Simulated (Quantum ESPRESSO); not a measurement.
Input of a Quantum ESPRESSO 7.5 run:

The input pw.in:

```
&CONTROL
  calculation = 'scf'
  prefix = 'pwscf'
  outdir = './tmp'
  pseudo_dir = './pseudo'
  tprnfor = .true.
  tstress = .true.
  disk_io = 'low'
/
&SYSTEM
  ibrav = 0
  nat = 2
  ntyp = 2
  ecutwfc = 56
  ecutrho = 448
  nbnd = 15
  occupations = 'smearing'
  smearing = 'fd'
  degauss = 0.00367493
/
&ELECTRONS
  conv_thr = 4d-10
  electron_maxstep = 120
  mixing_beta = 0.5
/
ATOMIC_SPECIES
In   114.8180 in_lda_v1.4.uspp.F.UPF
P     30.9738 p_lda_v1.5.uspp.F.UPF
CELL_PARAMETERS bohr
   0.0000000000    5.5378424082    5.5378424082
   5.5378424082    0.0000000000    5.5378424082
   5.5378424082    5.5378424082    0.0000000000
ATOMIC_POSITIONS bohr
In     0.0000000000    0.0000000000    0.0000000000
P      8.3067636123    8.3067636123    8.3067636123
K_POINTS automatic
10 10 10 1 1 1
```

The input gamma.in:

```
&CONTROL
  calculation = 'bands'
  prefix = 'pwscf'
  outdir = './tmp'
  pseudo_dir = './pseudo'
  disk_io = 'low'
  verbosity = 'high'
/
&SYSTEM
  ibrav = 0
  nat = 2
  ntyp = 2
  ecutwfc = 56
  ecutrho = 448
  nbnd = 15
  occupations = 'smearing'
  smearing = 'fd'
  degauss = 0.00367493
/
&ELECTRONS
  conv_thr = 1d-08
  electron_maxstep = 120
  mixing_beta = 0.5
  diago_full_acc = .true.
  startingwfc = 'random'
/
ATOMIC_SPECIES
In   114.8180 in_lda_v1.4.uspp.F.UPF
P     30.9738 p_lda_v1.5.uspp.F.UPF
CELL_PARAMETERS bohr
   0.0000000000    5.5378424082    5.5378424082
   5.5378424082    0.0000000000    5.5378424082
   5.5378424082    5.5378424082    0.0000000000
ATOMIC_POSITIONS bohr
In     0.0000000000    0.0000000000    0.0000000000
P      8.3067636123    8.3067636123    8.3067636123
K_POINTS crystal
1
0.0 0.0 0.0 1
```

Contents of scf2.in:

```
&CONTROL
  calculation = 'scf'
  prefix = 'pwscf'
  outdir = './tmp'
  pseudo_dir = './pseudo'
  tprnfor = .true.
  tstress = .true.
  disk_io = 'low'
/
&SYSTEM
  ibrav = 0
  nat = 2
  ntyp = 2
  ecutwfc = 56
  ecutrho = 448
  nbnd = 15
  occupations = 'fixed'
/
&ELECTRONS
  conv_thr = 1d-13
  electron_maxstep = 120
  mixing_beta = 0.5
  startingpot = 'file'
/
ATOMIC_SPECIES
In   114.8180 in_lda_v1.4.uspp.F.UPF
P     30.9738 p_lda_v1.5.uspp.F.UPF
CELL_PARAMETERS bohr
   0.0000000000    5.5378424082    5.5378424082
   5.5378424082    0.0000000000    5.5378424082
   5.5378424082    5.5378424082    0.0000000000
ATOMIC_POSITIONS bohr
In     0.0000000000    0.0000000000    0.0000000000
P      8.3067636123    8.3067636123    8.3067636123
K_POINTS automatic
10 10 10 1 1 1
```

File ph.in:

```
dielectric of InP
&INPUTPH
  prefix = 'pwscf'
  outdir = './tmp'
  tr2_ph = 1d-18
  fildyn = 'dyn'
  niter_ph = 90
  alpha_mix(1) = 0.7
  epsil = .true.
  trans = .false.
  zeu = .true.
/
0.0000000000 0.0000000000 0.0000000000
```

Potentials or basis: GBRV 1.5 LDA.

Run with:

```bash
$ OMP_NUM_THREADS=1 pw.x -in pw.in > pw.out
$ OMP_NUM_THREADS=1 pw.x -in gamma.in > gamma.out
$ OMP_NUM_THREADS=1 pw.x -in scf2.in > scf2.out
$ OMP_NUM_THREADS=1 ph.x -in ph.in > ph.out
```

Task: Estimate the electronic dielectric tensor (diagonal).

Result: 11.98.

Task: Predict the Born charges (mean of the diagonal).

Result: In +2.50; P -2.49 e.

Task: What does it give for the pressure?

Result: -1.4 GPa.

Electronic dielectric tensor:
```
11.98  0.00  0.00
 0.00 11.98  0.00
 0.00  0.00 11.98
```

**The experiment to reproduce.**

From a printed reference work, textbook, for a bulk crystal of InP at 300 K: high-frequency dielectric constant 9.61.

Against the measured high-frequency dielectric constant of InP, 9.61 (300 K; a printed reference work, textbook), the calculated 11.98 is off by +24.6 %.
